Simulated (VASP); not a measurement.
# Si, self-consistent run: which settings are enough?

Si, P6_3/mmc (no. 194), 4 atoms in the cell. RevPBE; PAW potentials Si (PBE set). VASP 6.6.1.

Wanted: levels at the zone centre within 0.01 eV.

What the run is for: levels; Accuracy asked: standard.

Levels at the zone centre: counted from the valence top at that point.

POSCAR:
```
Si
1.0
    3.8313174605      0.0000000000      0.0000000000
   -1.9156587303      3.3180182508      0.0000000000
    0.0000000000      0.0000000000      6.3326220002
Si
4
Direct
    0.6666666667      0.3333333333      0.9369905000
    0.3333333333      0.6666666667      0.4369905000
    0.6666666667      0.3333333333      0.5630095000
    0.3333333333      0.6666666667      0.0630095000
```

The series start from Plane-wave cutoff (eV): 320; k-point mesh: 7 × 7 × 4; Precision mode (PREC): Accurate; Electronic threshold (eV): 1e-6; Bands in all (NBANDS): 20; Aspherical gradient terms in the spheres (LASPH): yes; Electronic algorithm: ALGO=Normal; Delay and inner steps: defaults; Density mixing: defaults. Each series keeps the choices made before it, and each single choice may use up half of a tolerance.

## Plane-wave cutoff (eV)

| Plane-wave cutoff (eV) | Levels at the zone centre, largest deviation (eV) | SCF iterations | Time (s) |
|---|---|---|---|
| 200 | 0.004 | 14 | 7.9 |
| 240 | 0.005 | 13 | 8.2 |
| 280 | 0.000 | 13 | 12 |
| 320 | 0.002 | 13 | 17 |
| 370 | 0.000 | 13 | 14 |
| 430 | 0.000 | 13 | 24 |
| 510 | 0.000 | 13 | 26 |
| 640 (reference) | 0.000 | 13 | 42 |

Chosen: 280, the loosest value from which every tighter one stays within half of the tolerance.

## k-point mesh

| k-point mesh | Levels at the zone centre, largest deviation (eV) | SCF iterations | Time (s) |
|---|---|---|---|
| 2 × 2 × 1 | 0.058 | 13 | 5.5 |
| 3 × 3 × 2 | 0.018 | 13 | 6.3 |
| 4 × 4 × 2 | 0.010 | 13 | 12 |
| 4 × 4 × 3 | 0.007 | 13 | 7.6 |
| 5 × 5 × 3 | 0.003 | 13 | 8.9 |
| 7 × 7 × 4 | 0.001 | 13 | 12 |
| 8 × 8 × 5 | 0.000 | 13 | 21 |
| 10 × 10 × 6 | 0.000 | 13 | 37 |
| 13 × 13 × 7 (reference) | 0.000 | 13 | 54 |

Chosen: 5 × 5 × 3.

## Precision mode (PREC)

| Precision mode (PREC) | Levels at the zone centre, largest deviation (eV) | SCF iterations | Time (s) |
|---|---|---|---|
| Low | 0.002 | 13 | 5.2 |
| SingleN | 0.002 | 13 | 5.6 |
| Normal | 0.000 | 13 | 4.9 |
| Accurate (reference) | 0.000 | 13 | 8.9 |

Chosen: Low.

## Electronic threshold (eV)

| Electronic threshold (eV) | Levels at the zone centre, largest deviation (eV) | SCF iterations | Time (s) |
|---|---|---|---|
| 0.001 | 0.001 | 10 | 3.6 |
| 0.0001 | 0.000 | 11 | 3.9 |
| 1e-5 | 0.000 | 12 | 4.2 |
| 1e-6 | 0.000 | 13 | 5.2 |
| 1e-7 | 0.000 | 14 | 5.2 |
| 1e-8 (reference) | 0.000 | 16 | 5.2 |

Chosen: 0.001.

## Bands in all (NBANDS)

| Bands in all (NBANDS) | Levels at the zone centre, largest deviation (eV) | SCF iterations | Time (s) |
|---|---|---|---|
| 9 | 0.000 | 10 | 2.5 |
| 10 | 0.001 | 10 | 2.6 |
| 12 | 0.000 | 10 | 2.7 |
| 14 | 0.000 | 10 | 3.0 |
| 20 | 0.000 | 10 | 3.6 |
| 32 (reference) | 0.000 | 10 | 5.0 |

Chosen: 9.

## Aspherical gradient terms in the spheres (LASPH)

| Aspherical gradient terms in the spheres (LASPH) | Levels at the zone centre, largest deviation (eV) | SCF iterations | Time (s) |
|---|---|---|---|
| no | 0.000 | 10 | 1.8 |
| yes (reference) | 0.000 | 10 | 2.5 |

Chosen: no.

## Electronic algorithm

| Electronic algorithm | Levels at the zone centre, largest deviation (eV) | SCF iterations | Time (s) |
|---|---|---|---|
| ALGO=Normal | 0.000 | 10 | 1.8 |
| ALGO=Fast | 0.003 | 10 | 1.7 |
| ALGO=All ISEARCH=1 | 0.001 | 10 | 2.0 |
| ALGO=All ISEARCH=0 | 0.001 | 10 | 1.7 |
| ALGO=Damped TIME=0.4 | 0.100 | 19 | 2.9 |
| ALGO=Damped TIME=0.1 | 0.068 | 29 | 3.7 |
| ALGO=Old Fast | 0.000 | 10 | 2.3 |

Chosen: ALGO=Normal; no other choice that stays within half of the tolerance saves 30 % of the time.

## Delay and inner steps

| Delay and inner steps | Levels at the zone centre, largest deviation (eV) | SCF iterations | Time (s) |
|---|---|---|---|
| defaults | 0.000 | 10 | 1.8 |
| NELMDL=-2 | 0.001 | 7 | 1.5 |
| NELMDL=-8 | 0.000 | 13 | 2.0 |
| NELMDL=-12 | 0.000 | 17 | 2.0 |
| NRMM=2 | 0.030 | 10 | 2.2 |
| NRMM=6 | 0.000 | 10 | 1.6 |
| WEIMIN=0.001 | 0.000 | 10 | 1.7 |

Chosen: NELMDL=-2; it saves 0.3 s of 1.8, so defaults would do nearly as well.

## Density mixing

| Density mixing | Levels at the zone centre, largest deviation (eV) | SCF iterations | Time (s) |
|---|---|---|---|
| defaults | 0.000 | 7 | 1.5 |
| BMIX=2.0 | 0.001 | 8 | 1.5 |
| MIXPRE=2 | 0.000 | 7 | 2.0 |
| AMIX=0.8 | 0.000 | 6 | 1.9 |
| AMIX=0.4 AMIN=0.6 IMIX=2 | 0.009 | 12 | 1.8 |
| AMIX=0.4 IMIX=1 | 0.000 | 8 | 1.6 |
| BMIX=0.5 | 0.002 | 6 | 1.5 |

Chosen: defaults.

## All choices together

| Input | Levels at the zone centre, largest deviation (eV) | Time (s) |
|---|---|---|
| the program's defaults (naive) | 0.005 | 1.7 |
| chosen settings | 0.001 | 1.5 |
| reference settings throughout | 0.000 | 315 |

The tolerance is met.

Values of the reference run: Levels at the zone centre: 0, 0, 1.082 eV from the valence top at Gamma.

## The input

INCAR:
```
SYSTEM = Si
GGA = RE ; ISMEAR = 0
SIGMA = 0.03 ; LWAVE = .False.
LCHARG = .False. ; ISIF = 2
PREC = Low ; LASPH = .False.
LREAL = .False. ; ALGO = Normal
EDIFF = 0.001 ; NELM = 120
GGA_COMPAT = .False. ; ENCUT = 280
EFERMI = MIDGAP ; NBANDS = 9
NELMDL = -2
```

KPOINTS:
```
Automatic mesh
0
Gamma
  5 5 3
  0 0 0
```

Commands:
```
cat potpaw_PBE.64/Si/POTCAR > POTCAR
mpirun -np 1 vasp_std > vasp.out
```

The naive input happens to agree within the tolerance here, in 1.7 s.

The chosen input took VASP 6.6.1 1.5 s on 1 core (AMD EPYC 7R43 (Zen 3)), a shared host.
